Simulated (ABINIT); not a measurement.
TiC:

```
Ti C
1.0
     0.00000    2.16572    2.16572
     2.16572    0.00000    2.16572
     2.16572    2.16572    0.00000
Ti C
1 1
Direct
  0.00000 0.00000 0.00000
  0.50000 0.50000 0.50000
```

The cell is a database's computed one.

Base run:

* Program: ABINIT 10.8.3 (patched build)
* Functional: PBEsol
* Potentials or basis: JTH PAW PBE v2.0
* Cutoff: 517 eV
* k mesh: 11 × 11 × 11
* Occupations: fermi-dirac, width 0.05 eV
* Spin: no spin polarisation

Its results: band gap on the k mesh none (metal or under the smearing width); pressure -6.0 GPa.

Task: After a change of settings the same cell gave: band gap on the k mesh none (metal or under the smearing width); pressure -6.5 GPa. Which change was it?
A. functional from PBEsol to BP86
B. potentials or basis from JTH PAW PBE v2.0 to PseudoDojo NC SR PBEsol v0.4 stringent; cutoff from 517 eV to 1143 eV
C. functional from PBEsol to LDA; potentials or basis from JTH PAW PBE v2.0 to PseudoDojo NC SR LDA v0.4 stringent; cutoff from 517 eV to 1143 eV

Result: B.

Caveats: the PAW data sets were made with another functional, which shifts forces and pressure a little (some runs).

Runs at the PBE level aren't shown here.
